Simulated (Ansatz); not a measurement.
# SrTiO3: band gap under strain

Aim: follow the gap of SrTiO3 in the cubic perovskite structure through these states: +2.0 % strain along z alone; +3.0 % strain along z alone; +4.0 % strain along z alone. The table at the end shows which levels were run.

Program: Ansatz 0.2.0. PAW datasets, plane waves. No spin polarisation and no zero-point or thermal motion.

**1. The structure to begin with**

The unstrained cell was relaxed with r2SCAN; in each strained cell the atoms were relaxed again with r2SCAN. Names of k-points are those of the unstrained zone, where strain can split equivalent points. First state: +2.0 % strain along z alone.

The symmetry is P4/mmm (No. 123, tetragonal); a = 3.907 Å, c = 3.985 Å in the conventional setting, 12.16 Å³ an atom. Around Sr lie 12 O at 2.76–2.79 Å; around Ti lie 6 O at 1.95–1.99 Å; around O lie 2 Ti at 1.99 Å and 4 Sr at 2.76 Å; around O lie 2 Ti at 1.95 Å and 4 Sr at 2.79 Å.

Coordinates:

Space group P4/mmm (No. 123). a = 3.907 Å, b = 3.907 Å, c = 3.985 Å, α = 90.00°, β = 90.00°, γ = 90.00°
| atom | site | symmetry | x | y | z |
| --- | --- | --- | --- | --- | --- |
| Sr | 1a | 4/mmm | 0.0000 | 0.0000 | 0.0000 |
| Ti | 1d | 4/mmm | 0.5000 | 0.5000 | 0.5000 |
| O | 1c | 4/mmm | 0.5000 | 0.5000 | 0.0000 |
| O | 2e | mmm. | 0.5000 | 0.0000 | 0.5000 |

From earlier runs on the unstrained cell: PBE 1.88 eV, r2SCAN 2.26 eV, HSE06 3.32 eV, r2SCAN+SOC 2.24 eV; a = 3.907 Å.

**2. +2.0 % strain along z alone: PBE**

The input, input.yaml:

```yaml
crystal:
  lattice:
    - [3.9068515016, 0.0, 0.0]
    - [0.0, 3.9068515016, 0.0]
    - [0.0, 0.0, 3.9849885316]
  atoms:
    - { symbol: Sr, position: [0.0, 0.0, 0.0] }
    - { symbol: Ti, position: [0.5, 0.5, 0.5] }
    - { symbol: O, position: [0.5, 0.5, 0.0] }
    - { symbol: O, position: [0.5, 0.0, 0.5] }
    - { symbol: O, position: [0.0, 0.5, 0.5] }
kpoints:
  mp_grid: { grid: [6, 6, 6] }
  band_path:
    path: [[0.0, 0.0, 0.0], [0.0, 0.5, 0.0], [0.5, 0.5, 0.0], [0.5, 0.5, 0.5]]
    npoints: 1
hamiltonian:
  xc: pbe
scf:
  occupations: { method: fermi_dirac, width: 0.02 }
  n_extra_bands: 5
output:
  forces: true
  stress: true
  eigenvalues: true
```

The run is started by

```
ansatz run input.yaml --threads 2 --pin off --max-ram 29491MiB --backend cpu --events-out ev --progress --plain --runs-dir out
```

Further steps of the session: +2.0 % strain along z alone: r2SCAN; +2.0 % strain along z alone: HSE06; +2.0 % strain along z alone: r2SCAN+SOC; +2.0 % strain along z alone: r2SCAN; +3.0 % strain along z alone: PBE; +3.0 % strain along z alone: r2SCAN; +3.0 % strain along z alone: HSE06; +3.0 % strain along z alone: r2SCAN+SOC; +3.0 % strain along z alone: r2SCAN; +4.0 % strain along z alone: PBE; +4.0 % strain along z alone: r2SCAN; +4.0 % strain along z alone: HSE06; +4.0 % strain along z alone: r2SCAN+SOC; +4.0 % strain along z alone: r2SCAN.

Before running it: what results should come out?

The runs gave:

Least gap in eV (negative: overlap), with the change from the unstrained cell in brackets:

| state | volume change (%) | PBE | r2SCAN | HSE06 |
| --- | --- | --- | --- | --- |
| +2.0 % strain along z alone | +2.0 | 1.81 (-0.07) | 2.18 (-0.08) | 3.24 (-0.08) |
| +3.0 % strain along z alone | +3.0 | 1.77 (-0.11) | 2.14 (-0.12) | 3.20 (-0.12) |
| +4.0 % strain along z alone | +4.0 | 1.74 (-0.14) | 2.10 (-0.16) | 3.16 (-0.16) |

What this shows: The largest move of the HSE06 gap in the table is -0.159 eV, under +4.0 % strain along z alone. PBE and HSE06 differ by 1.44 eV on the unstrained gap, and by at most 0.01 eV on its change: the two disagree on the size of the gap but agree on its response to strain.
